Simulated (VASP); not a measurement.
Input of a VASP 6.6.1 run:

INCAR

```
SYSTEM = SnGe2
PREC = Accurate ; ENCUT = 520
EDIFF = 1E-7 ; ISMEAR = 0
SIGMA = 0.1 ; LREAL = .False.
LASPH = .True. ; NELM = 60
ALGO = Normal ; ISIF = 2
LWAVE = .False. ; LCHARG = .False.
NBANDS = 28
```

KPOINTS

```
regular mesh
0
Gamma
  6 6 6
  0 0 0
```

File POSCAR:

```
SnGe2
1.0
    0.0000000000      3.0906417255      3.0906417255
    3.0906417255      0.0000000000      3.0906417255
    3.0906417255      3.0906417255      0.0000000000
Sn Ge
1 2
Direct
    0.0000000000      0.0000000000      0.0000000000
    0.7500000000      0.7500000000      0.7500000000
    0.2500000000      0.2500000000      0.2500000000
```

Potentials or basis: VASP PAW LDA potentials, release 64 (Sn_d, Ge_d).

Run with:

```sh
$ cat potpaw_LDA.64/Sn_d/POTCAR potpaw_LDA.64/Ge_d/POTCAR > POTCAR
$ mpirun -np 1 vasp_std > vasp.out
```

(1) Predict the band gap on the k mesh.

(2) Estimate the pressure.

Results:

(1) none (metal or under the smearing width).

(2) 19.3 GPa.

Caveat: so large a pressure means that the cell lies far from this level's equilibrium, or that cutoff or potentials fall short.
